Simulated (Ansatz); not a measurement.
# Sb (P2_1/m) in Ansatz: further runs

The runs below take Sb through single point, equation of state, with PBEsol.

All numbers are computed with Ansatz 0.2.0; they aren't measurements. Logs are shortened: lines on timing, memory, paths and dates and some standing lists are left out, and cuts for length are marked.

## (1) The crystal as given

The structure is monoclinic, space group P2_1/m (No. 11). The conventional cell has a = 3.122 Å, b = 4.348 Å, c = 4.406 Å, α = 90.00°, β = 90.51°, γ = 90.00°. Around Sb (site symmetry m) lie 6 Sb at 3.04 to 3.15 Å.

This isn't the form of Sb at room conditions, which is rhombohedral.

## (2) Single point, PBEsol, 28.11 Å³/atom (volume scaled by 0.94)

File input.yaml:

```yaml
crystal:
  lattice:
    - [3.058661625, 0.0, 0.0]
    - [0.0, 4.2587682402, 0.0]
    - [-0.0381205934, 0.0, 4.3159114163]
  atoms:
    - { symbol: Sb, position: [0.011389, 0.25, 0.241166] }
    - { symbol: Sb, position: [0.988611, 0.75, 0.758834] }
hamiltonian:
  xc: pbesol
  pseudopotentials: { kind: paw }
kpoints:
  mp_grid: { grid: [9, 6, 6] }
scf:
  occupations: { method: fermi_dirac, width: 0.05 }
output:
  forces: true
  stress: true
  eigenvalues: true
```

Potentials or basis: Ansatz PAW.

Launch:

```console
$ ansatz run input.yaml --threads 2 --pin off --max-ram 5632MiB --backend cpu --events-out ev --progress --plain --runs-dir out
```

The program printed:

```text
Warning: RAYON_NUM_THREADS=2 ignored (pool sized by the plan → 2); use --threads N
Engine: ansatz 0.2.0, x86_64-unknown-linux-gnu
Pseudopotentials: kind: paw
Pseudopotential: Sb, paw, valence charge 15, recommended cutoff 420 eV (normal), Sb.paw.azcp
Functional definition: PBEsol
  exchange = pbesol_x
  correlation = pbesol_c
Crystal: 2 atoms, lattice volume = 56.220 Å³
Basis set: ecut = 420 eV, 1083 PW (Γ), exchange–correlation on 48×60×60 points (8 copies of the dense FFT grid, shifted against one another)
Bands: 19, of which v1, the nominal top of the filled ones, is band 15 counted from 1 (14 counted from 0)
Symmetry: 4 space group operations
Space group: P21/m (ITA 11), of the structure as read, at distance tolerance 3.8e-5 Å
k-points: 112 of 324
Non-local potential: Sb, projectors of the file, l = 0: 2, l = 1: 2, l = 2: 2, l = 3: 2
PAW form: soft (Blöchl's): semilocal exchange-correlation on the pseudo side does not see the compensation charge
PAW frozen core: Sb, regenerated for the run's functional, and the local potential with it (the file was generated under x = pbe(κ = 0.804, μ = 0.2195149727645171), c = pbe(β = 0.06672455060314922))
PAW one-centre angular grid: Sb, 590 points (default); XC on 64 Gauss nodes
Initial density: superposition of atomic densities (neutral atoms: chi_scale 0, normalization atom), corrected by the library's trained network
Initial wavefunctions: pseudopotential atomic-orbital guess
Functional: x = pbesol(κ = 0.804, μ = 0.12345679012345678), c = pbesol(β = 0.046)
SCF iter   1: F=—  HF=-12816.098645 eV  |F-HF|=—  |Δ(HF+E_count)|=         —  Δρ=2.31e-3  dr2=2.21e-3  ethr=1.77e-3  ⟨swp⟩=6.4  Hψ=11106  notcnv=0
preconditioner: auto → Kerker (q_TF=auto, 2.457 Å⁻¹)  [metal: Δε(μ)=0.018 eV  Ē_g=9.000 eV  σ=0.050 eV  W_gap=0.09  n_scr=10 (ndim 8)  ℏωp=15.7 eV  f_vac=0.000  D(μ)=1.50/eV (n_scr^D=10)]
SCF iter   2: F=—  HF=-12816.096020 eV  |F-HF|=—  |Δ(HF+E_count)|=   2.63e-3  Δρ=1.59e-3  dr2=1.13e-3  ethr=7.35e-6  ⟨swp⟩=2.5  Hψ=4495  notcnv=0  defer=3
SCF iter   3: F=—  HF=-12816.095778 eV  |F-HF|=—  |Δ(HF+E_count)|=   2.42e-4  Δρ=9.39e-4  dr2=2.38e-4  ethr=3.78e-6  ⟨swp⟩=2.0  Hψ=3797  notcnv=0  defer=3
SCF iter   4: F=—  HF=-12816.095599 eV  |F-HF|=—  |Δ(HF+E_count)|=   1.78e-4  Δρ=2.03e-4  dr2=3.25e-5  ethr=7.94e-7  ⟨swp⟩=2.0  Hψ=3795  notcnv=0  defer=3
SCF iter   5: F=—  HF=-12816.095594 eV  |F-HF|=—  |Δ(HF+E_count)|=   5.67e-6  Δρ=1.13e-4  dr2=8.27e-6  ethr=1.08e-7  ⟨swp⟩=2.0  Hψ=3307  notcnv=0  defer=3
SCF iter   6: F=—  HF=-12816.095592 eV  |F-HF|=—  |Δ(HF+E_count)|=   1.75e-6  Δρ=5.09e-5  dr2=1.09e-6  ethr=2.76e-8  ⟨swp⟩=2.2  Hψ=3797  notcnv=0  defer=3
SCF iter   7: F=—  HF=-12816.095591 eV  |F-HF|=—  |Δ(HF+E_count)|=   3.84e-7  Δρ=2.40e-5  dr2=1.84e-7  ethr=3.63e-9  ⟨swp⟩=2.0  Hψ=3804  notcnv=0  defer=3
SCF iter   8: F=-12816.095591 eV  HF=-12816.095591 eV  |F-HF|=2.44e-9  |Δ(HF+E_count)|=   1.13e-7  Δρ=2.56e-6  dr2=2.13e-9  ethr=3.33e-10  ⟨swp⟩=5.1  Hψ=8089  notcnv=0
SCF 1 converged in 8 iterations: F = -12816.095591 eV  dr2 = 2.13e-9
SCF converged after 8 iterations
Free energy (F): -12816.095591 eV
Harris-Foulkes:  -12816.095591 eV  (|F-HF|=2.44e-9)
Internal energy: -12816.083677 eV  (E = F + TS)
E sigma→0 (E₀):  -12816.089634 eV
Entropy (-TS):   -0.011915 eV (-5.957 meV/atom)
Fermi energy:    10.909713 eV
--- Per-component energies (eV) ---
  E_band       = -312.249632
  E_kinetic    = 415.887515
  E_local      = -3053.226254  (includes V_loc(G=0)·N_el)
  E_nonlocal   = 728.398831
  E_hartree    = 1389.518149
  E_xc         = -275.684303
  E_vxc        = -194.188669  (∫ρ·V_xc dr)
  E_paw        = -8999.359642  (= ΣΔE_a)
  E_vpaw       = -988.160515  (= ΣTr[D̂ρ^β])
  E_aug_tail   = -0.000004  (compensation charges beyond the density's cutoff)
  E_ewald      = -3022.281683
  E_core_change = 0.663714  (= ΣΔE_core)
  E_smearing   = -0.011915  (= −TS)
  E_closure    = 0.000000  (closes the sum)
  Σ components = -12816.095591   (vs F -12816.095591, Δ=0.00e0)
--- Forces (eV/Å), atoms counted from 1 ---
  atom   1  Sb    -0.02459708     0.00000000     0.13711068
  atom   2  Sb     0.02459708     0.00000000    -0.13711068
  max |Σ_I F_I| component: 0.00e0 eV/Å
--- Stress (GPa, compression-positive) ---
        1.358763       0.000000       0.107660
        0.000000       1.255266       0.000000
        0.107660       0.000000       1.597407
  P = ⅓ Tr σ = 1.4038 GPa (14.038 kbar)
--- Band table (eV; the first three rows and the last of 112) ---
  k-point 0: bands = ["-18.4614", "-18.4504", "-18.3638", "-18.3441", "-18.2883", "-18.2872", "-18.2360", "-18.2356", "-18.2332", "-18.1475", "-2.1322", "3.4505", "6.9019", "7.0441", "12.6276", "13.9880", "14.2293", "14.3457", "17.7701"]
  k-point 1: bands = ["-18.4432", "-18.4420", "-18.3547", "-18.3506", "-18.2851", "-18.2839", "-18.2409", "-18.2394", "-18.2389", "-18.1686", "-1.9200", "2.6186", "7.3051", "7.5236", "12.9627", "13.0501", "13.6912", "14.2015", "17.8574"]
  k-point 2: bands = ["-18.4242", "-18.3894", "-18.3685", "-18.3304", "-18.2762", "-18.2752", "-18.2616", "-18.2490", "-18.2482", "-18.2242", "-1.2928", "1.1460", "8.0719", "8.6188", "11.0499", "11.4533", "14.8153", "15.8462", "16.9765"]
  k-point 111: bands = ["-18.3405", "-18.3405", "-18.3231", "-18.3231", "-18.2983", "-18.2983", "-18.2875", "-18.2875", "-18.1935", "-18.1935", "2.4071", "2.4071", "6.9088", "6.9088", "9.3285", "9.3285", "14.4086", "14.4086", "14.9278"]
```

Run time: 29 s. Hardware: 2 threads of Intel Xeon at 2.50GHz (Skylake/Cascade Lake), shared host; peak memory 0.4 GiB.

Results:

| Quantity | Value |
| --- | --- |
| Free energy | -12816.0956 eV |
| Pressure | 1.4 GPa |
| Largest force | 0.139 eV/Å |
| Band gap on the k mesh | none (metal or under the smearing width) |

Caveat: the PAW data sets come from PBE, with cores solved anew for the run's functional, which leaves a small shift of forces and pressure.

## (3) Single point, PBEsol, 28.71 Å³/atom (volume scaled by 0.96)

Edit input.yaml of step 2 so:

```diff
@@ -2,5 +2,5 @@
   lattice:
-    - [3.058661625, 0.0, 0.0]
-    - [0.0, 4.2587682402, 0.0]
-    - [-0.0381205934, 0.0, 4.3159114163]
+    - [3.0802022053, 0.0, 0.0]
+    - [0.0, 4.288760554, 0.0]
+    - [-0.0383890571, 0.0, 4.34630616]
   atoms:
```

Potentials or basis: Ansatz PAW.

Launch:

```console
$ ansatz run input.yaml --threads 2 --pin off --max-ram 5632MiB --backend cpu --events-out ev --progress --plain --runs-dir out
```

Run time: 27 s. Hardware: 2 threads of Intel Xeon at 2.50GHz (Skylake/Cascade Lake), shared host; peak memory 0.4 GiB.

Results (log left out):

```yaml
Free_energy: -12816.1009 eV
Pressure: 0.1 GPa
Largest_force: 0.103 eV/Å
Band_gap_on_the_k_mesh: none (metal or under the smearing width)
```

Caveat: the PAW data sets come from PBE, with cores solved anew for the run's functional, which leaves a small shift of forces and pressure.

## (4) Single point, PBEsol, 29.31 Å³/atom (volume scaled by 0.98)

Edit input.yaml of step 3 so:

```diff
@@ -2,5 +2,5 @@
   lattice:
-    - [3.0802022053, 0.0, 0.0]
-    - [0.0, 4.288760554, 0.0]
-    - [-0.0383890571, 0.0, 4.34630616]
+    - [3.1014456505, 0.0, 0.0]
+    - [0.0, 4.3183391477, 0.0]
+    - [-0.0386538176, 0.0, 4.3762816325]
   atoms:
```

Launch:

```console
$ ansatz run input.yaml --threads 2 --pin off --max-ram 5632MiB --backend cpu --events-out ev --progress --plain --runs-dir out
```

Run time: 25 s. Hardware: 2 threads of Intel Xeon at 2.50GHz (Skylake/Cascade Lake), shared host; peak memory 0.41 GiB.

Results (log left out):

```yaml
Free_energy: -12816.0967 eV
Pressure: -1.1 GPa
Largest_force: 0.071 eV/Å
Band_gap_on_the_k_mesh: none (metal or under the smearing width)
```

Caveat: the PAW data sets come from PBE, with cores solved anew for the run's functional, which leaves a small shift of forces and pressure.

## (5) Single point, PBEsol, 29.90 Å³/atom

Edit input.yaml of step 4 so:

```diff
@@ -2,5 +2,5 @@
   lattice:
-    - [3.1014456505, 0.0, 0.0]
-    - [0.0, 4.3183391477, 0.0]
-    - [-0.0386538176, 0.0, 4.3762816325]
+    - [3.122402, 0.0, 0.0]
+    - [0.0, 4.347518, 0.0]
+    - [-0.038915, 0.0, 4.405852]
   atoms:
@@ -19 +19,5 @@
   eigenvalues: true
+  write_density: true
+  write_potential: true
+  elf: true
+  volumetric_format: npy
```

Launch:

```console
$ ansatz run input.yaml --threads 2 --pin off --max-ram 5632MiB --backend cpu --events-out ev --progress --plain --runs-dir out
```

It took 26 s on 2 threads of Intel Xeon at 2.50GHz (Skylake/Cascade Lake), shared host; peak memory 0.41 GiB.

Results (log left out):

| Quantity | Value |
| --- | --- |
| Free energy | -12816.0841 eV |
| Pressure | -2.2 GPa |
| Largest force | 0.045 eV/Å |
| Band gap on the k mesh | none (metal or under the smearing width) |

Caveat: the PAW data sets come from PBE, with cores solved anew for the run's functional, which leaves a small shift of forces and pressure.

## (6) Single point, PBEsol, 30.50 Å³/atom (volume scaled by 1.02)

Edit input.yaml of step 5 so:

```diff
@@ -2,5 +2,5 @@
   lattice:
-    - [3.122402, 0.0, 0.0]
-    - [0.0, 4.347518, 0.0]
-    - [-0.038915, 0.0, 4.405852]
+    - [3.1430807616, 0.0, 0.0]
+    - [0.0, 4.376310349, 0.0]
+    - [-0.0391727227, 0.0, 4.4350306782]
   atoms:
@@ -19,5 +19 @@
   eigenvalues: true
-  write_density: true
-  write_potential: true
-  elf: true
-  volumetric_format: npy
```

Potentials or basis: Ansatz PAW.

Launch:

```console
$ ansatz run input.yaml --threads 2 --pin off --max-ram 5632MiB --backend cpu --events-out ev --progress --plain --runs-dir out
```

It took 28 s on 2 threads of Intel Xeon at 2.50GHz (Skylake/Cascade Lake), shared host; peak memory 0.41 GiB.

It converged, with:

```yaml
Free_energy: -12816.0639 eV
Pressure: -3.2 GPa
Largest_force: 0.032 eV/Å
Band_gap_on_the_k_mesh: none (metal or under the smearing width)
```

Caveat: the PAW data sets come from PBE, with cores solved anew for the run's functional, which leaves a small shift of forces and pressure.

## (7) Single point, PBEsol, 31.10 Å³/atom (volume scaled by 1.04)

Edit input.yaml of step 6 so:

```diff
@@ -2,5 +2,5 @@
   lattice:
-    - [3.1430807616, 0.0, 0.0]
-    - [0.0, 4.376310349, 0.0]
-    - [-0.0391727227, 0.0, 4.4350306782]
+    - [3.1634909488, 0.0, 0.0]
+    - [0.0, 4.404728745, 0.0]
+    - [-0.0394270982, 0.0, 4.4638303856]
   atoms:
```

Launch:

```console
$ ansatz run input.yaml --threads 2 --pin off --max-ram 5632MiB --backend cpu --events-out ev --progress --plain --runs-dir out
```

Wall time 25 s (2 threads of Intel Xeon at 2.50GHz (Skylake/Cascade Lake), shared host); peak memory 0.41 GiB.

It converged, with:

* Free energy: -12816.0371 eV
* Pressure: -4.0 GPa
* Largest force: 0.039 eV/Å
* Band gap on the k mesh: none (metal or under the smearing width)

Caveat: the PAW data sets come from PBE, with cores solved anew for the run's functional, which leaves a small shift of forces and pressure.

## (8) Single point, PBEsol, 31.70 Å³/atom (volume scaled by 1.06)

Edit input.yaml of step 7 so:

```diff
@@ -2,5 +2,5 @@
   lattice:
-    - [3.1634909488, 0.0, 0.0]
-    - [0.0, 4.404728745, 0.0]
-    - [-0.0394270982, 0.0, 4.4638303856]
+    - [3.183641116, 0.0, 0.0]
+    - [0.0, 4.4327850985, 0.0]
+    - [-0.039678233, 0.0, 4.4922631929]
   atoms:
```

Launch:

```console
$ ansatz run input.yaml --threads 2 --pin off --max-ram 5632MiB --backend cpu --events-out ev --progress --plain --runs-dir out
```

Run time: 37 s. Hardware: 2 threads of Intel Xeon at 2.50GHz (Skylake/Cascade Lake), shared host; peak memory 0.41 GiB.

The run converged. Its results:

- Free energy: -12816.0043 eV
- Pressure: -4.8 GPa
- Largest force: 0.057 eV/Å
- Band gap on the k mesh: none (metal or under the smearing width)

Caveat: the PAW data sets come from PBE, with cores solved anew for the run's functional, which leaves a small shift of forces and pressure.

## (9) Equation of state, PBEsol

Potentials or basis: Ansatz PAW.

No new run: the results of the series are fitted here.

What came out:

| Property | Result |
| --- | --- |
| Equilibrium volume | 28.73 Å³/atom |
| Bulk modulus at fixed shape and positions | 61 GPa |
| Pressure derivative of the bulk modulus | 4.6 |

Energy against volume, from the lowest point:
```tsv
volume (Å³/atom)	energy (meV/atom)
28.110	2.66
28.708	0.00
29.306	2.09
29.904	8.42
30.502	18.49
31.100	31.91
31.698	48.31
```

Caveat: the cell was scaled at fixed shape and fractional positions, which overstates the stiffness of a crystal with free parameters, most of all of layers and chains.
